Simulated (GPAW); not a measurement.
# InP (F-43m) in GPAW: settings compared, part 2 of 3

GPAW 26.7.0. The steps go on from the part before.

### 4 G0W0 quasiparticle levels, PBE (volume scaled by 1.08)

The input, run.py:

```python
import json
import numpy as np
from ase.dft.bandgap import bandgap
from ase.io import write
from ase.spacegroup import crystal
from gpaw import GPAW, PW
from gpaw.response.g0w0 import G0W0

# In 4a
# P 4c
atoms = crystal(['In', 'P'],
                basis=[[0.0, 0.0, 0.0],
                       [0.25, 0.25, 0.25]],
                spacegroup=216, setting=1,  # F-43m
                cellpar=[6.01330141, 6.01330141, 6.01330141, 90.0, 90.0, 90.0],
                primitive_cell=True)

calc = GPAW(mode=PW(450),
            xc='PBE',
            kpts={'size': (4, 4, 4), 'gamma': True},
            occupations={'name': 'fermi-dirac', 'width': 0.001},
            nbands=18,
            convergence={'density': 1e-06},
            maxiter=150,
            txt='gpaw.txt')
atoms.calc = calc
energy = atoms.get_potential_energy()
calc.write('gs.gpw')
write('result.traj', atoms)
print(f'Energy: {energy:.6f} eV')
print('Fermi level:', round(calc.get_fermi_level(), 4), 'eV')
print(f'Gap: {bandgap(calc)[0]:.4f} eV, direct: {bandgap(calc, direct=True)[0]:.4f} eV')

calc.diagonalize_full_hamiltonian(nbands=353)
calc.write('full.gpw', mode='all')

ibz = calc.get_ibz_k_points()
gap, vbm, cbm = bandgap(calc, output=None)
gap, direct, _ = bandgap(calc, direct=True, output=None)
gamma = int(np.abs(ibz).sum(1).argmin())
kpts = sorted({gamma, vbm[1], cbm[1], direct[1]})
gw = G0W0(calc='full.gpw',
          filename='gw',
          ecut=200,
          ecut_extrapolation=True,
          relbands=(-2, 2),
          kpts=kpts,
          integrate_gamma='WS',
          ppa=True)
gw.calculate()
results = {mode: {key: np.asarray(r[key]).tolist() for key in ['f', 'eps', 'vxc', 'exx', 'sigma', 'Z', 'qp', 'sigma_eskn']}
           for mode, r in gw.all_results.items()}
json.dump({'kpts': ibz[kpts].tolist(), 'results': results}, open('gw.json', 'w'))
for mode, r in results.items():
    f, qp = np.array(r['f']), np.array(r['qp'])
    print(mode, 'quasiparticle energies (eV):')
    print(qp.round(3))
    print(mode, 'gap:', round(qp[f < 0.5].min() - qp[f > 0.5].max(), 4), 'eV')
```

Potentials or basis: GPAW PAW data sets (gpaw-data 1.2.1), pw.

Run with:

```
$ OMP_NUM_THREADS=1 python run.py
```

gpaw.txt:

```text
__  _  _
 | _ |_)|_||  |
 |__||  | ||/\| - 26.7.0

Input parameters:
  mode=PW(ecut=450.00000000000006),
  convergence={'density': 1e-06},
  kpts=MonkhorstPack(size=(4, 4, 4), gamma=True),
  maxiter=150,
  nbands=18,
  occupations=Occupations(name='fermi-dirac', width=0.001),
  xc=XC(name='PBE')

Diagonalizing LCAO Hamiltonian
Converting LCAO to pw mode

            P

       In

Atoms  # Å, Bohr magnetons
|   | symbol |        x |        y |        z |    initial magnetic moments |
|---|--------|----------|----------|----------|-----------------------------|
| 0 |     In | 0.000000 | 0.000000 | 0.000000 | ( 0.0000,  0.0000,  0.0000) |
| 1 |      P | 1.503325 | 1.503325 | 1.503325 | ( 0.0000,  0.0000,  0.0000) |

Unit cell  # Å
| periodic |        x |        y |        z |  lengths |    angles |
|----------|----------|----------|----------|----------|-----------|
|      yes | 0.000000 | 3.006651 | 3.006651 | 4.252046 | 60.000000 |
|      yes | 3.006651 | 0.000000 | 3.006651 | 4.252046 | 60.000000 |
|      yes | 3.006651 | 3.006651 | 0.000000 | 4.252046 | 60.000000 |

Number of symmetries: 24
Symmetry operations  # r_c * U_cc + t_c -> r_c
|    | kind |            matrix            |
|----|------|------------------------------|
|  0 |  E   |  1, 0, 0,  0, 1, 0,  0, 0, 1 |
|  1 |  σ   |  1, 0, 0,  0, 0, 1,  0, 1, 0 |
|  2 |  σ   |  1, 0,-1,  0, 1,-1,  0, 0,-1 |
|  3 |  C3  |  1, 0,-1,  0, 0,-1,  0, 1,-1 |
|  4 |  C3  |  1,-1, 0,  0,-1, 1,  0,-1, 0 |
|  5 |  σ   |  1,-1, 0,  0,-1, 0,  0,-1, 1 |
|  6 |  σ   |  0, 1, 0,  1, 0, 0,  0, 0, 1 |
|  7 |  C3  |  0, 1, 0,  0, 0, 1,  1, 0, 0 |
|  8 |  C2  |  0, 1,-1,  1, 0,-1,  0, 0,-1 |
|  9 |  S4  |  0, 1,-1,  0, 0,-1,  1, 0,-1 |
| 10 |  C3  |  0, 0, 1,  1, 0, 0,  0, 1, 0 |
| 11 |  σ   |  0, 0, 1,  0, 1, 0,  1, 0, 0 |
| 12 |  S4  |  0, 0,-1,  1, 0,-1,  0, 1,-1 |
| 13 |  C3  |  0, 0,-1,  0, 1,-1,  1, 0,-1 |
| 14 |  S4  |  0,-1, 1,  1,-1, 0,  0,-1, 0 |
| 15 |  C2  |  0,-1, 1,  0,-1, 0,  1,-1, 0 |
| 16 |  C3  |  0,-1, 0,  1,-1, 0,  0,-1, 1 |
| 17 |  S4  |  0,-1, 0,  0,-1, 1,  1,-1, 0 |
| 18 |  S4  | -1, 1, 0, -1, 0, 1, -1, 0, 0 |
| 19 |  C3  | -1, 1, 0, -1, 0, 0, -1, 0, 1 |
| 20 |  C3  | -1, 0, 1, -1, 1, 0, -1, 0, 0 |
| 21 |  S4  | -1, 0, 1, -1, 0, 0, -1, 1, 0 |
| 22 |  σ   | -1, 0, 0, -1, 1, 0, -1, 0, 1 |
| 23 |  C2  | -1, 0, 0, -1, 0, 1, -1, 1, 0 |

BZ-sampling:
  Number of BZ points: 64
  Number of IBZ points: 8

  Monkhorst-Pack size: [4, 4, 4]
  Monkhorst-Pack shift: [0.125, 0.125, 0.125]

K-points  # in reciprocal-cell coordinates
|   |                                coordinates |     weight |
|---|--------------------------------------------|------------|
| 0 | (  0.00000000,   0.00000000,   0.00000000) | 0.01562500 |
| 1 | (  0.25000000,   0.25000000,   0.00000000) | 0.09375000 |
| 2 | (  0.25000000,   0.25000000,   0.25000000) | 0.12500000 |
| 3 | (  0.50000000,   0.25000000,  -0.25000000) | 0.09375000 |
| 4 | (  0.50000000,   0.25000000,   0.25000000) | 0.18750000 |
| 5 | (  0.50000000,   0.50000000,   0.00000000) | 0.04687500 |
| 6 | (  0.50000000,   0.50000000,   0.25000000) | 0.37500000 |
| 7 | (  0.50000000,   0.50000000,   0.50000000) | 0.06250000 |

Plane wave coefficients: 1243
Cutoff: 450.00000000000006 eV

Spin-components: 1 (collinear spins)
Bands:           18
Projectors:      11
Spin-degeneracy: 2
Datatype:        complex128

Density:
  Valence electrons: 18.0
  Components: 1
  Grid points: [21 21 21]
  Charge: 0.0  # |e|

Potential:
  Grid points: [21 21 21]

species:
  In:
    name:    Indium
    Z:       49.0
    valence: 13
    core:    36
    charge:  0.0  # [|e|]
    compensation charges:
      type: gauss
      rc: 0.36  # [Å]
      lmax: 2
    cutoffs:
      filter: 2.09  # [Å]
      core: 2.48  # [Å]
    projectors
    | kind |    occ | energy [eV] | rcut [Å] |
    |------|--------|-------------|----------|
    |   5s |  2.000 |      -8.203 |    1.185 |
    |   5p |  1.000 |      -2.521 |    1.244 |
    |   4d | 10.000 |     -18.629 |    1.148 |
    |    s |        |      19.008 |    1.185 |
    |    p |        |      24.691 |    1.244 |
    |    d |        |       8.583 |    1.148 |

    Using partial waves for In as LCAO basis

  P:
    name:    Phosphorus
    Z:       15.0
    valence: 5
    core:    10
    charge:  0.0  # [|e|]
    compensation charges:
      type: gauss
      rc: 0.30  # [Å]
      lmax: 2
    cutoffs:
      filter: 1.69  # [Å]
      core: 1.81  # [Å]
    projectors
    | kind |    occ | energy [eV] | rcut [Å] |
    |------|--------|-------------|----------|
    |   3s |  2.000 |     -13.968 |    0.953 |
    |   3p |  3.000 |      -5.506 |    0.953 |
    |    s |        |      13.244 |    0.953 |
    |    p |        |      21.705 |    0.953 |
    |    d |        |       0.000 |    0.953 |

    Using partial waves for P as LCAO basis

Reference energy: -169278.333319  # eV

eigensolver:
  PPCG
  Converge bands: occupied
  niter=2

density mixing:
  MSR1-Mixer
  Pratt-step length: 0.05
  Maximum mixing coefficient: 0.75
  Old densities: 10
  SVD Regularization: 0.005
  Good broyden scale: 1.0
  Trust region scale: 1.0
  Backstep threshold: 4.0
  History deletion threshold: 6.0
  Fourier metric: weight=20.0, sigma=0.015

occupation numbers:
  Fermi-Dirac:
    width: 0.0010  # eV

poisson solver:
  ecut: 3600.0000000000005  # eV

xc functional:
  name: PBE with 2 nearest neighbor stencil

convergence criteria:
- Maximum integral of absolute [dens]ity change: 1e-06 electrons / valence electron
- Maximum [total energy] change in last 3 cyles: 0.0005 eV / valence electron
- Maximum integral of absolute [eigenst]ate change: 4e-08 eV^2 / valence electron
maximum number of iterations: 150

SCF iterations
|iter     | |      energy | eigst |  dens |
|---------|-|-------------|-------|-------|
|iter:   1| |   -8.831653 | -0.47 |       |
|iter:   2| |   -8.750278 | -2.36 | -1.10 |
|iter:   3| |   -8.464184 | -1.77 | -1.14 |
|iter:   4| |   -8.464754 | -3.30 | -1.73 |
|iter:   5| |   -8.464864c| -4.00 | -2.23 |
|iter:   6| |   -8.464908c| -5.40 | -3.07 |
|iter:   7| |   -8.464915c| -6.49 | -3.52 |
|iter:   8| |   -8.464915c| -7.78c| -4.59 |
|iter:   9| |   -8.464915c| -8.21c| -5.21 |
|iter:  10| |   -8.464915c| -8.88c| -5.78 |
|iter:  11| |   -8.464915c| -9.36c| -6.53c|

Converged in 11 steps
Energy contributions relative to reference atoms: (reference = -169278.333319)

Energy contributions:
  Kinetic:          17.471231
  Coulomb:         -16.526069
  Zero:              0.197462
  External:          0.000000
  Xc:               -9.607539
  Entropy:          -0.000000
  Spinorbit:         0.000000
  ----------------------------
  Free energy:      -8.464915
  Extrapolated:     -8.464915

dipole moment: (-22.819515, -22.819515, -22.819515)  # |e|*Ang

Fermi level: 4.203
Eigenvalues  # (at kpt = [0.000, 0.000, 0.000])
| band index |      eig [eV] | occ [0-2] |
|------------|---------------|-----------|
|          0 |        -9.837 |     2.000 |
|          1 |        -9.837 |     2.000 |
|          2 |        -9.837 |     2.000 |
|          3 |        -9.719 |     2.000 |
|          4 |        -9.719 |     2.000 |
|          5 |        -6.850 |     2.000 |
[... 10 lines left out ...]
|         16 |        15.182 |     0.000 |
|         17 |        15.182 |     0.000 |

Gap: 0.275 eV
Transition (v -> c):
  (s=0, k=0, n=8, [0.00, 0.00, 0.00]) -> (s=0, k=0, n=9, [0.00, 0.00, 0.00])
No difference between direct/indirect transitions
# Writing to gs.gpw (mode='')

Matrix size: 1243x1243
# Writing to full.gpw (mode='all')
```

It took 13 min on 1 thread of Arm Neoverse V1, shared host; peak memory 0.43 GiB.

Results:

* Free energy: -8.4649 eV
* Band gap on the k mesh, mean-field level: 0.27 eV, direct
* Quasiparticle gap: 0.84 eV
* Least direct quasiparticle gap: 0.84 eV

Levels at points of the mesh, in eV from the valence-band top:
| k point | band 5 | band 6 | band 7 | band 8 | band 9 | band 10 | band 11 | band 12 | band 13 | band 14 |
| --- | --- | --- | --- | --- | --- | --- | --- | --- | --- | --- |
| (0.00, 0.00, 0.00) | -13.90 | -11.03 | 0.00 | 0.00 | 0.00 | 0.27 | 4.03 | 4.03 | 4.03 | 8.24 |
| (0.50, 0.50, 0.00) | -13.87 | -8.96 | -5.46 | -2.10 | -2.10 | 1.86 | 2.24 | 8.75 | 9.04 | 9.04 |
| (0.50, 0.50, 0.50) | -13.88 | -9.53 | -5.37 | -0.88 | -0.88 | 1.29 | 4.75 | 4.75 | 6.91 | 9.15 |

Caveat: the k mesh is coarse (spacing up to 0.45 Å⁻¹), so the values aren't converged; the quasiparticle gap is taken among the few k points that were corrected; the long-wavelength limit can be off by a per cent or two; spin-orbit coupling is left out, which moves the levels of the heavy elements.

### 5 G0W0 quasiparticle levels, PBE (volume scaled by 1.08)

Changes to run.py since step 4:

```diff
@@ -19,7 +19,7 @@
             xc='PBE',
-            kpts={'size': (4, 4, 4), 'gamma': True},
-            occupations={'name': 'fermi-dirac', 'width': 0.001},
+            kpts={'size': (2, 2, 2), 'gamma': True},
+            occupations={'name': 'fermi-dirac', 'width': 0.05},
             nbands=18,
             convergence={'density': 1e-06},
-            maxiter=150,
+            maxiter=60,
             txt='gpaw.txt')
@@ -33,3 +33,3 @@
 
-calc.diagonalize_full_hamiltonian(nbands=353)
+calc.diagonalize_full_hamiltonian(nbands=35)
 calc.write('full.gpw', mode='all')
@@ -43,8 +43,13 @@
           filename='gw',
-          ecut=200,
-          ecut_extrapolation=True,
-          relbands=(-2, 2),
+          ecut=40,
+          ecut_extrapolation=False,
+          relbands=(-3, 3),
           kpts=kpts,
-          integrate_gamma='WS',
-          ppa=True)
+          integrate_gamma='sphere',
+          nbands=31,
+          frequencies={'type': 'nonlinear', 'domega0': 0.15, 'omega2': 20},
+          eta=0.1,
+          xc='rALDA',
+          fxc_mode='GWS',
+          do_GW_too=True)
 gw.calculate()
```

Potentials or basis: GPAW PAW data sets (gpaw-data 1.2.1), pw.

Run with:

```
$ OMP_NUM_THREADS=1 python run.py
```

gpaw.txt:

```text
__  _  _
 | _ |_)|_||  |
 |__||  | ||/\| - 26.7.0

Input parameters:
  mode=PW(ecut=450.00000000000006),
  convergence={'density': 1e-06},
  kpts=MonkhorstPack(size=(2, 2, 2), gamma=True),
  maxiter=60,
  nbands=18,
  occupations=Occupations(name='fermi-dirac', width=0.05),
  xc=XC(name='PBE')

Diagonalizing LCAO Hamiltonian
Converting LCAO to pw mode

            P

       In

Atoms  # Å, Bohr magnetons
|   | symbol |        x |        y |        z |    initial magnetic moments |
|---|--------|----------|----------|----------|-----------------------------|
| 0 |     In | 0.000000 | 0.000000 | 0.000000 | ( 0.0000,  0.0000,  0.0000) |
| 1 |      P | 1.503325 | 1.503325 | 1.503325 | ( 0.0000,  0.0000,  0.0000) |

Unit cell  # Å
| periodic |        x |        y |        z |  lengths |    angles |
|----------|----------|----------|----------|----------|-----------|
|      yes | 0.000000 | 3.006651 | 3.006651 | 4.252046 | 60.000000 |
|      yes | 3.006651 | 0.000000 | 3.006651 | 4.252046 | 60.000000 |
|      yes | 3.006651 | 3.006651 | 0.000000 | 4.252046 | 60.000000 |

Number of symmetries: 24
Symmetry operations  # r_c * U_cc + t_c -> r_c
|    | kind |            matrix            |
|----|------|------------------------------|
|  0 |  E   |  1, 0, 0,  0, 1, 0,  0, 0, 1 |
|  1 |  σ   |  1, 0, 0,  0, 0, 1,  0, 1, 0 |
|  2 |  σ   |  1, 0,-1,  0, 1,-1,  0, 0,-1 |
|  3 |  C3  |  1, 0,-1,  0, 0,-1,  0, 1,-1 |
|  4 |  C3  |  1,-1, 0,  0,-1, 1,  0,-1, 0 |
|  5 |  σ   |  1,-1, 0,  0,-1, 0,  0,-1, 1 |
|  6 |  σ   |  0, 1, 0,  1, 0, 0,  0, 0, 1 |
|  7 |  C3  |  0, 1, 0,  0, 0, 1,  1, 0, 0 |
[... 114 lines left out ...]
  Backstep threshold: 4.0
  History deletion threshold: 6.0
  Fourier metric: weight=20.0, sigma=0.015

occupation numbers:
  Fermi-Dirac:
    width: 0.0500  # eV

poisson solver:
  ecut: 3600.0000000000005  # eV

xc functional:
  name: PBE with 2 nearest neighbor stencil

convergence criteria:
- Maximum integral of absolute [dens]ity change: 1e-06 electrons / valence electron
- Maximum [total energy] change in last 3 cyles: 0.0005 eV / valence electron
- Maximum integral of absolute [eigenst]ate change: 4e-08 eV^2 / valence electron
maximum number of iterations: 60

SCF iterations
|iter     | |      energy | eigst |  dens |
|---------|-|-------------|-------|-------|
|iter:   1| |   -7.501894 | -0.45 |       |
|iter:   2| |   -7.351911 | -2.31 | -0.98 |
|iter:   3| |   -6.836952 | -1.52 | -1.02 |
|iter:   4| |   -6.842466 | -3.20 | -1.70 |
|iter:   5| |   -6.843131c| -3.72 | -2.09 |
|iter:   6| |   -6.843418c| -5.21 | -2.96 |
|iter:   7| |   -6.843507c| -6.09 | -3.37 |
|iter:   8| |   -6.843522c| -7.53c| -4.14 |
|iter:   9| |   -6.843524c| -7.56c| -4.79 |
|iter:  10| |   -6.843525c| -8.44c| -5.70 |
|iter:  11| |   -6.843525c| -9.02c| -6.31c|

Converged in 11 steps
Energy contributions relative to reference atoms: (reference = -169278.333319)

Energy contributions:
  Kinetic:          21.073397
  Coulomb:         -17.596867
  Zero:              0.184866
  External:          0.000000
  Xc:              -10.496144
  Entropy:          -0.017552
  Spinorbit:         0.000000
  ----------------------------
  Free energy:      -6.852301
  Extrapolated:     -6.843525

dipole moment: (-22.607725, -22.607725, -22.607725)  # |e|*Ang

Fermi level: 4.605
Eigenvalues  # (at kpt = [0.000, 0.000, 0.000])
| band index |      eig [eV] | occ [0-2] |
|------------|---------------|-----------|
|          0 |        -9.864 |     2.000 |
|          1 |        -9.864 |     2.000 |
|          2 |        -9.864 |     2.000 |
|          3 |        -9.757 |     2.000 |
|          4 |        -9.757 |     2.000 |
|          5 |        -6.574 |     2.000 |
[... 10 lines left out ...]
|         16 |        15.292 |     0.000 |
|         17 |        15.292 |     0.000 |

Gap: 0.177 eV
Transition (v -> c):
  (s=0, k=0, n=8, [0.00, 0.00, 0.00]) -> (s=0, k=0, n=9, [0.00, 0.00, 0.00])
No difference between direct/indirect transitions
# Writing to gs.gpw (mode='')

Matrix size: 1243x1243
# Writing to full.gpw (mode='all')
```

stdout:

```text
Energy: -6.843525 eV
Fermi level: 4.605 eV
Gap: 0.1774 eV, direct: 0.1774 eV
IBZ(<points: 3, symmetries: 24>)
Occupied bands: 10
Calculating eigenvalues:
  k-points: 1
  Bands: 6-11 (inclusive)
HSE06-eigenvalue shifts:
  min: -2.118 eV
  ave: 1.096 eV
  max: 4.663 eV
IBZ(<points: 3, symmetries: 24>)
Occupied bands: 10
Calculating eigenvalues:
  k-points: 1
  Bands: 6-11 (inclusive)
HSE06-eigenvalue shifts:
  min: -2.118 eV
  ave: 1.096 eV
  max: 4.663 eV
GWS quasiparticle energies (eV):
[[[5.052 5.043 5.041 4.829 9.41  9.408]]]
GWS gap: -0.223 eV
GW quasiparticle energies (eV):
[[[4.995 4.984 4.981 4.713 9.189 9.187]]]
GW gap: -0.2823 eV
```

gw.w.txt:

```text
NonLinearFrequencyDescriptor(from 0.000 to 41.611 eV, 150 points)
NonLinearFrequencyDescriptor(from 0.000 to 41.611 eV, 150 points)

WARNING:
The current GW implementation cannot handle intraband screening.
This results in poor k-point convergence for metals
BZ k-points: Symmetries present (total): 24
[... 130 lines left out ...]
   9   0.245   4.661 -14.098 -10.492  -3.395  -0.262   0.792   4.829
  10   0.000   8.293 -11.242  -6.579  -3.533  -0.012   0.988   9.410
  11   0.000   8.293 -11.242  -6.579  -3.533  -0.013   0.987   9.408
                                                                   GW
   6   0.918   4.484 -14.646 -16.764   2.757  -0.251   0.800   4.995
   7   0.918   4.484 -14.646 -16.764   2.742  -0.246   0.802   4.984
   8   0.918   4.484 -14.646 -16.764   2.737  -0.245   0.803   4.981
   9   0.245   4.661 -14.098 -10.492  -3.540  -0.282   0.780   4.713
  10   0.000   8.293 -11.242  -6.579  -3.778   0.013   1.013   9.189
  11   0.000   8.293 -11.242  -6.579  -3.778   0.011   1.011   9.187
```

It took 21 s on 1 thread of Arm Neoverse V1, shared host; peak memory 0.38 GiB.

The run converged, but some of its settings lie outside the range that counts as converged, so its numbers aren't taken as properties of the crystal.

What came out:

| Quantity | Value |
| --- | --- |
| Free energy | -6.8523 eV |
| Band gap on the k mesh, mean-field level | 0.18 eV, direct |
| Quasiparticle gap | -0.28 eV |
| Least direct quasiparticle gap | -0.28 eV |

Caveat: the k mesh is coarse (spacing up to 0.90 Å⁻¹), so the values aren't converged; the quasiparticle gap is taken among the few k points that were corrected; on this mesh the treatment of q = 0 moves the result by about a tenth of an eV; the k mesh is too small for a converged quasiparticle gap; the long-wavelength limit can be off by a per cent or two; spin-orbit coupling is left out, which moves the levels of the heavy elements.

(Continued in part 3 of 3.)
